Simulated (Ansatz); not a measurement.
Runs of Ansatz 0.2.0 on PtS2. Symmetry: P-3m1, No. 164, trigonal system. The conventional cell has a = 3.543 Å, b = 3.543 Å, c = 5.039 Å, α = 90.00°, β = 90.00°, γ = 120.00°. Pt (site symmetry -3m) is surrounded by 6 S at 2.34 Å. Around S (site symmetry 3m) lie 3 Pt at 2.34 Å. 

```tsv
level	U	gap on the mesh (eV)	pressure (GPa)	largest force (eV/Å)
PBEsol+U	Pt d U = 6 eV	0.83	7.2	(b)
PBEsol+U	Pt d U = 2 eV	0.95	6.6	1.00
PBEsol	-	0.96	(c)	(a)
PBEsol+U	Pt d U = 8 eV	0.76	7.6	1.15
PBEsol+U	Pt d U = 4 eV	0.89	6.9	1.05
```

Alike in all rows: task density of states; potentials or basis all-electron LAPW, scalar-relativistic; no spin polarisation; cell as given; k mesh 9 × 9 × 5; cutoff (eV) 274; smearing fermi-dirac 0.05 eV; basis error allowed 0.002 eV/atom.

**Question.** Fill in the values left out.

**Answer.** (a) 0.95; (b) 1.10; (c) 6.4.

Caveats: spin-orbit coupling is left out, which moves the levels of the heavy elements; an odd mesh through Γ misses points on the zone boundary, where band edges often lie; U is the effective U less J, on atomic orbitals that reach past the spheres (some runs); forces of over 1 eV/Å show positions far from the minimum, so gaps and moduli don't describe the material at rest (some runs).

A k mesh can miss the band edges, and the runs leave out spin-orbit coupling on Pt.
